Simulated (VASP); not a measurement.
# Pd (P6_3/mmc) in VASP: notebook, part 2 of 2

VASP 6.6.1. The steps go on from the part before.

## Step 4: Equation of state, PBEsol, 15.22 Å³/atom (volume scaled by 0.98)

INCAR

```
ALGO = Normal ; EDIFF = 1E-7
ENCUT = 520 ; GGA = PS
ISIF = 2 ; ISMEAR = -1
LASPH = True ; LCHARG = False
LREAL = False ; LWAVE = False
NBANDS = 17 ; NELM = 100
PREC = Accurate ; SIGMA = 0.05
```

KPOINTS

```
k-points
0
Gamma
  11 11 6
```

POSCAR

```
Pd
1.0
    2.7649821671      0.0000000000      0.0000000000
   -1.3824910836      2.3945447978      0.0000000000
    0.0000000000      0.0000000000      4.5978256680
Pd
2
Direct
    0.3333333333      0.6666666667      0.2500000000
    0.6666666667      0.3333333333      0.7500000000
```

Started as:

```sh
> cat potpaw_PBE.64/Pd/POTCAR > POTCAR
> mpirun -np 1 vasp_std > vasp.out
```

Wall time 19 s (1 thread of Intel Xeon Platinum 8259CL at 2.50GHz (Skylake/Cascade Lake), shared host); peak memory 0.17 GiB.

The run converged. Its results:

```
Free energy            : -11.8268 eV
Pressure               : -7.6 GPa
Band gap on the k mesh : none (metal or under the smearing width)
```

Caveat: the PAW data sets were made with another functional, which shifts forces and pressure a little.

## Step 5: Equation of state, PBEsol, 15.84 Å³/atom (volume scaled by 1.02)

INCAR is that of step 4.

KPOINTS is that of step 4.

POSCAR

```
Pd
1.0
    2.8021004509      0.0000000000      0.0000000000
   -1.4010502255      2.4266901745      0.0000000000
    0.0000000000      0.0000000000      4.6595488139
Pd
2
Direct
    0.3333333333      0.6666666667      0.2500000000
    0.6666666667      0.3333333333      0.7500000000
```

Started as:

```sh
> cat potpaw_PBE.64/Pd/POTCAR > POTCAR
> mpirun -np 1 vasp_std > vasp.out
```

Wall time 20 s (1 thread of Intel Xeon Platinum 8259CL at 2.50GHz (Skylake/Cascade Lake), shared host); peak memory 0.17 GiB.

It converged, with:

```
Free energy            : -11.7460 eV
Pressure               : -13.2 GPa
Band gap on the k mesh : none (metal or under the smearing width)
```

Caveat: the PAW data sets were made with another functional, which shifts forces and pressure a little.

## Step 6: Equation of state, PBEsol, 16.15 Å³/atom (volume scaled by 1.04)

INCAR is that of step 5.

KPOINTS is that of step 5.

POSCAR

```
Pd
1.0
    2.8202964182      0.0000000000      0.0000000000
   -1.4101482091      2.4424483444      0.0000000000
    0.0000000000      0.0000000000      4.6898064722
Pd
2
Direct
    0.3333333333      0.6666666667      0.2500000000
    0.6666666667      0.3333333333      0.7500000000
```

Potentials or basis: VASP PAW PBE potentials, release 64 (Pd).

Started as:

```sh
> cat potpaw_PBE.64/Pd/POTCAR > POTCAR
> mpirun -np 1 vasp_std > vasp.out
```

Run time: 20 s. Hardware: 1 thread of Intel Xeon Platinum 8259CL at 2.50GHz (Skylake/Cascade Lake), shared host; peak memory 0.17 GiB.

Results (log left out):

| Item | Value |
| --- | --- |
| Free energy | -11.6907 eV |
| Pressure | -15.5 GPa |
| Band gap on the k mesh | none (metal or under the smearing width) |

Caveat: the PAW data sets were made with another functional, which shifts forces and pressure a little.

## Step 7: Equation of state, PBEsol, 16.46 Å³/atom (volume scaled by 1.06)

INCAR is that of step 6.

KPOINTS is that of step 6.

POSCAR

```
Pd
1.0
    2.8382605740      0.0000000000      0.0000000000
   -1.4191302870      2.4580057597      0.0000000000
    0.0000000000      0.0000000000      4.7196786564
Pd
2
Direct
    0.3333333333      0.6666666667      0.2500000000
    0.6666666667      0.3333333333      0.7500000000
```

Started as:

```sh
> cat potpaw_PBE.64/Pd/POTCAR > POTCAR
> mpirun -np 1 vasp_std > vasp.out
```

Run time: 20 s. Hardware: 1 thread of Intel Xeon Platinum 8259CL at 2.50GHz (Skylake/Cascade Lake), shared host; peak memory 0.17 GiB.

It converged, with:

| Property | Result |
| --- | --- |
| Free energy | -11.6272 eV |
| Pressure | -17.4 GPa |
| Band gap on the k mesh | none (metal or under the smearing width) |

Caveat: the PAW data sets were made with another functional, which shifts forces and pressure a little.

## Step 8: Equation of state, PBEsol

No new run: the results of the series are fitted here.

Results:

```
Equilibrium volume                        : 14.60 Å³/atom (rough: see the caveat)
Bulk modulus at fixed shape and positions : 202 GPa (rough)
```

Energy against volume, from the lowest point:
```tsv
volume (Å³/atom)	energy (meV/atom)
14.600	0.00
14.910	3.87
15.221	15.00
15.531	32.46
15.842	55.39
16.153	83.06
16.463	114.79
```

Caveat: the minimum lies outside the volumes run; the cell was scaled at fixed shape and fractional positions, which overstates the stiffness of a crystal with free parameters, most of all of layers and chains; the PAW data sets were made with another functional, which shifts forces and pressure a little.

## Step 9: Equation of state, PBE, 14.60 Å³/atom (volume scaled by 0.94)

INCAR

```
SYSTEM = Pd
PREC = Accurate
ENCUT = 520
EDIFF = 1E-7
ISMEAR = -1
SIGMA = 0.05
LREAL = .False.
LASPH = .True.
NELM = 100
ALGO = Normal
ISIF = 2
LWAVE = .False.
LCHARG = .False.
GGA = PE
NBANDS = 17
```

KPOINTS

```
Automatic mesh
0
Gamma
  11 11 6
  0 0 0
```

POSCAR

```
Pd
1.0
    2.7268396102      0.0000000000      0.0000000000
   -1.3634198051      2.3615123745      0.0000000000
    0.0000000000      0.0000000000      4.5343992815
Pd
2
Direct
    0.3333333333      0.6666666667      0.2500000000
    0.6666666667      0.3333333333      0.7500000000
```

Potentials or basis: VASP PAW PBE potentials, release 64 (Pd).

Started as:

```sh
> cat potpaw_PBE.64/Pd/POTCAR > POTCAR
> mpirun -np 1 vasp_std > vasp.out
```

Wall time 21 s (1 thread of Intel Xeon Platinum 8488C (Sapphire Rapids), shared host); peak memory 0.15 GiB.

The run converged. Its results:

```yaml
Free_energy: -10.3327 eV
Pressure: 9.9 GPa
Band_gap_on_the_k_mesh: none (metal or under the smearing width)
```

## Step 10: Equation of state, PBE, 14.91 Å³/atom (volume scaled by 0.96)

INCAR

```
SYSTEM = Pd
PREC = Accurate ; ENCUT = 520
EDIFF = 1E-7 ; ISMEAR = -1
SIGMA = 0.05 ; LREAL = .FALSE.
LASPH = .TRUE. ; NELM = 60
ALGO = Normal ; ISIF = 2
LWAVE = .FALSE. ; LCHARG = .FALSE.
GGA = PE ; NBANDS = 17
```

KPOINTS

```
Automatic mesh
0
G
  11 11 6
  0 0 0
```

POSCAR

```
Pd
1.0
    2.7460433387      0.0000000000      0.0000000000
   -1.3730216694      2.3781432912      0.0000000000
    0.0000000000      0.0000000000      4.5663327230
Pd
2
Direct
    0.3333333333      0.6666666667      0.2500000000
    0.6666666667      0.3333333333      0.7500000000
```

Started as:

```sh
> cat potpaw_PBE.64/Pd/POTCAR > POTCAR
> mpirun -np 1 vasp_std > vasp.out
```

It took 20 s on 1 thread of Intel Xeon Platinum 8488C (Sapphire Rapids), shared host; peak memory 0.15 GiB.

It converged, with:

- Free energy: -10.3627 eV
- Pressure: 5.5 GPa
- Band gap on the k mesh: none (metal or under the smearing width)

## Step 11: Equation of state, PBE, 15.22 Å³/atom (volume scaled by 0.98)

INCAR

```
SYSTEM = Pd
PREC = Accurate ; ENCUT = 520
EDIFF = 1E-7 ; ISMEAR = -1
SIGMA = 0.05 ; LREAL = .False.
LASPH = .True. ; NELM = 100
ALGO = Normal ; ISIF = 2
LWAVE = .False. ; LCHARG = .False.
GGA = PE ; NBANDS = 17
```

KPOINTS

```
Automatic mesh
0
Gamma
  11 11 6
  0 0 0
```

POSCAR

```
Pd
1.0
    2.7649821671      0.0000000000      0.0000000000
   -1.3824910836      2.3945447978      0.0000000000
    0.0000000000      0.0000000000      4.5978256680
Pd
2
Direct
    0.3333333333      0.6666666667      0.2500000000
    0.6666666667      0.3333333333      0.7500000000
```

Started as:

```sh
> cat potpaw_PBE.64/Pd/POTCAR > POTCAR
> mpirun -np 1 vasp_std > vasp.out
```

Run time: 23 s. Hardware: 1 thread of Intel Xeon Platinum 8488C (Sapphire Rapids), shared host; peak memory 0.16 GiB.

The run converged. Its results:

| Quantity | Value |
| --- | --- |
| Free energy | -10.3769 eV |
| Pressure | 1.7 GPa |
| Band gap on the k mesh | none (metal or under the smearing width) |

## Step 12: Equation of state, PBE, 15.84 Å³/atom (volume scaled by 1.02)

INCAR

```
SYSTEM = Pd
PREC = Accurate ; ENCUT = 520
EDIFF = 1E-7 ; ISMEAR = -1
SIGMA = 0.05 ; LREAL = .FALSE.
LASPH = .TRUE. ; NELM = 100
ALGO = Normal ; ISIF = 2
LWAVE = .FALSE. ; LCHARG = .FALSE.
GGA = PE ; NBANDS = 17
```

KPOINTS

```
regular mesh
0
G
  11 11 6
  0 0 0
```

POSCAR

```
Pd
1.0
    2.8021004509      0.0000000000      0.0000000000
   -1.4010502255      2.4266901745      0.0000000000
    0.0000000000      0.0000000000      4.6595488139
Pd
2
Direct
    0.3333333333      0.6666666667      0.2500000000
    0.6666666667      0.3333333333      0.7500000000
```

Potentials or basis: VASP PAW PBE potentials, release 64 (Pd).

Started as:

```sh
> cat potpaw_PBE.64/Pd/POTCAR > POTCAR
> mpirun -np 1 vasp_std > vasp.out
```

Wall time 23 s (1 thread of Intel Xeon Platinum 8488C (Sapphire Rapids), shared host); peak memory 0.16 GiB.

Results (log left out):

| Quantity | Value |
| --- | --- |
| Free energy | -10.3655 eV |
| Pressure | -4.5 GPa |
| Band gap on the k mesh | none (metal or under the smearing width) |

## Step 13: Equation of state, PBE, 16.15 Å³/atom (volume scaled by 1.04)

INCAR

```
SYSTEM = Pd
ALGO = Normal
EDIFF = 1E-7
ENCUT = 520
GGA = PE
ISIF = 2
ISMEAR = -1
LASPH = .True.
LCHARG = .False.
LREAL = .False.
LWAVE = .False.
NBANDS = 17
NELM = 60
PREC = Accurate
SIGMA = 0.05
```

KPOINTS

```
k-points
0
Gamma
  11 11 6
  0 0 0
```

POSCAR

```
Pd
1.0
    2.8202964182      0.0000000000      0.0000000000
   -1.4101482091      2.4424483444      0.0000000000
    0.0000000000      0.0000000000      4.6898064722
Pd
2
Direct
    0.3333333333      0.6666666667      0.2500000000
    0.6666666667      0.3333333333      0.7500000000
```

Started as:

```sh
> cat potpaw_PBE.64/Pd/POTCAR > POTCAR
> mpirun -np 1 vasp_std > vasp.out
```

Run time: 24 s. Hardware: 1 thread of Intel Xeon Platinum 8488C (Sapphire Rapids), shared host; peak memory 0.17 GiB.

Results (log left out):

* Free energy: -10.3431 eV
* Pressure: -7.1 GPa
* Band gap on the k mesh: none (metal or under the smearing width)

## Step 14: Equation of state, PBE, 16.46 Å³/atom (volume scaled by 1.06)

INCAR

```
ALGO = Normal
EDIFF = 1E-7
ENCUT = 520
GGA = PE
ISIF = 2
ISMEAR = -1
LASPH = T
LCHARG = F
LREAL = F
LWAVE = F
NBANDS = 17
NELM = 100
PREC = Accurate
SIGMA = 0.05
```

KPOINTS

```
k-points
0
Gamma
  11 11 6
```

POSCAR

```
Pd
1.0
    2.8382605740      0.0000000000      0.0000000000
   -1.4191302870      2.4580057597      0.0000000000
    0.0000000000      0.0000000000      4.7196786564
Pd
2
Direct
    0.3333333333      0.6666666667      0.2500000000
    0.6666666667      0.3333333333      0.7500000000
```

Started as:

```sh
> cat potpaw_PBE.64/Pd/POTCAR > POTCAR
> mpirun -np 1 vasp_std > vasp.out
```

Wall time 20 s (1 thread of Intel Xeon Platinum 8488C (Sapphire Rapids), shared host); peak memory 0.17 GiB.

Results (log left out):

```yaml
Free_energy: -10.3115 eV
Pressure: -9.3 GPa
Band_gap_on_the_k_mesh: none (metal or under the smearing width)
```

## Step 15: Equation of state, PBE

Potentials or basis: VASP PAW PBE potentials, release 64 (Pd).

No new run: the results of the series are fitted here.

Results:

```
Equilibrium volume                        : 15.38 Å³/atom
Bulk modulus at fixed shape and positions : 165 GPa
Pressure derivative of the bulk modulus   : 5.6
```

Energy against volume, from the lowest point:
```csv
volume (Å³/atom),energy (meV/atom)
14.600,22.26
14.910,7.26
15.221,0.17
15.531,0.00
15.842,5.88
16.153,17.06
16.463,32.86
```

Caveat: the cell was scaled at fixed shape and fractional positions, which overstates the stiffness of a crystal with free parameters, most of all of layers and chains.
